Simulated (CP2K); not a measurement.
Runs of CP2K 2026.2 on W2C. It takes space group P-3m1 (No. 164, trigonal). Conventional cell: a = 3.070 Å, b = 3.070 Å, c = 4.678 Å, α = 90.00°, β = 90.00°, γ = 120.00°. W (site symmetry 3m) is surrounded by 3 C at 2.13 Å. C (site symmetry -3m) is surrounded by 6 W at 2.13 Å. The cell comes from a database or a generator and needn't be the stable form of this composition.

```tsv
level	cutoff of the non-local correlation (Ry)	gap on the mesh (eV)	pressure (GPa)	largest force (eV/Å)
LDA	-	none	-13.1	0.11
PBEsol	-	none	-10.4	0.12
WC	-	none	-8.8	(b)
PBE	-	none	(c)	(a)
vdW-DF2	300	none	13.3	0.57
TPSS	-	none	-5.8	0.11
HLE16	-	none	-66.3	2.17
```

Alike in all rows: task atomic charges; potentials or basis POTENTIAL_UZH W GTH-PBE-q14, C GTH-PBE-q4; TZVP-MOLOPT-PBE-GTH basis; no spin polarisation; cell as given; k mesh 10 × 10 × 6; smearing fermi-dirac 0.05 eV.

Q: Fill in the values left out.

A: (a) 0.02; (b) 0.06; (c) -4.0.

Caveats: the basis of atomic orbitals isn't converged, which shifts pressures, moduli and gaps; the potentials were made for another functional, which shifts forces and pressure (some runs); the potentials were made for a functional far from this one (some runs); the cell as given lies far from equilibrium (some runs).

A k mesh can miss the band edges, and the runs leave out spin-orbit coupling on W.

A gap of «none» marks a metal or a gap under the smearing width.
